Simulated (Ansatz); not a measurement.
A run of Ansatz 0.2.0:

File input.yaml:

```yaml
crystal:
  lattice:
    - [4.002287, 0.0, 0.0]
    - [0.0, 4.002287, 0.0]
    - [0.0, 0.0, 4.002287]
  atoms:
    - { symbol: Pb, position: [0.0, 0.0, 0.0] }
    - { symbol: Te, position: [0.5, 0.5, 0.5] }
kpoints:
  mp_grid: { grid: [7, 7, 7] }
scf:
  occupations: { method: fermi_dirac, width: 0.05 }
hamiltonian:
  xc: pbe
  pseudopotentials: { kind: all_electron, datasets: crystal }
output:
  forces: true
  stress: true
  eigenvalues: true
  efg: {}
  elf: true
  volumetric_format: npy
```

Potentials or basis: all-electron PAW datasets made for the crystal.

Command:

```sh
$ ansatz run input.yaml --threads 1 --pin off --max-ram 3072MiB --backend cpu --events-out ev --progress --plain --runs-dir out
```

Hardware: 1 thread of Arm Neoverse V1 (shared host).

Task: How long does it take, and how much memory?

Result: It took 4.8 s on 1 thread of Arm Neoverse V1 (shared host), peak memory 0.46 GiB. Counts: scf iterations 8, plane waves 515, k points 20, bands 14.
